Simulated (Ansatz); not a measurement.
The parent structure is ZnTe in the zinc blende structure (space group F-43m, No. 216).

```xyz
2
Lattice="0.0000 3.0895 3.0895 3.0895 0.0000 3.0895 3.0895 3.0895 0.0000" Properties=species:S:1:pos:R:3 pbc="T T T"
Te     4.6343     4.6343     4.6343
Zn     0.0000     0.0000     0.0000
```

Cartesian axes are those of the cell as printed.

Method: PBE (Ansatz, a first-principles code; PAW; 420 eV plane waves; no spin-orbit coupling).

Base values:

```
Item                                 Value
---------------------  -------------------
Volume per atom                   29.49 Å³
Band gap                           1.08 eV
Valence-band top at Γ  0.00, 0.00, 0.00 eV
```

It is then changed as follows: compressive biaxial strain of 0.34 % in the plane normal to [001], as in epitaxy on a mismatched substrate; the out-of-plane cell vector and the atoms relax.

### Question
Estimate the effect on the in-plane stress.

### Answer
The mean in-plane stress (compression positive) comes out as +0.2 GPa.

### Question
What happens to the volume per atom?

### Answer
The volume per atom drops by 0.10 Å³, from 29.49 Å³ to 29.39 Å³.

### Question
Predict the new band gap.

### Answer
The band gap is still 1.08 eV.

### Question
What does the calculation give for the valence-band top at Γ after the change?

### Answer
The valence-band top at Γ (three highest levels, from the VBM) goes from 0.00, 0.00, 0.00 eV to 0.00, 0.00, -0.03 eV.

Spin-orbit coupling, missing from the scalar runs, can matter with Te. Whether these cells are dynamically stable was not tested.
